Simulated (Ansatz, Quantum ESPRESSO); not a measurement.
# Predicting the next point of a tunnelling series: hexagonal BN layers between Cu(111) leads

Method. Quantum ESPRESSO 7.5 (pw.x, pwcond.x), PBE, GBRV ultrasoft; geometry as built. T is the transmission per spin at the Fermi level, averaged over the mesh across the current, in a cell of 5.74 Å². The series steps the number of sheets.

```
width (layers)         T
             1     0.221
             2    0.0147
             3  0.000713
```

**Question.** What is T at 4 layers?

**Worked estimate.** In the tunnelling regime ln T falls linearly. The last two rows give a slope of ln(0.0147/0.000713)/(3 − 2) = 3.026 per layer, so T(4) ≈ 0.000713 × exp(−3.026 × 1) = 3.46e−5.

**Check.** T = 4.25e−5; the estimate is 0.81 times that. The slope over the last interval is 2.820: the same within 8 %. Points of the mesh with over 2.5 times the mean carry 65 % of this T, so the value leans on the mesh. A second code, Ansatz 0.2.0, gives 4.43e−5.

**Limits.** Short leads, unrelaxed atoms, a barrier without the image potential and an untested mesh.

[Logs are printed without paths, hosts, clocks, repeated set-up lines and the standing remarks that a program may print on its own settings, such as how far it seeks lower states.]
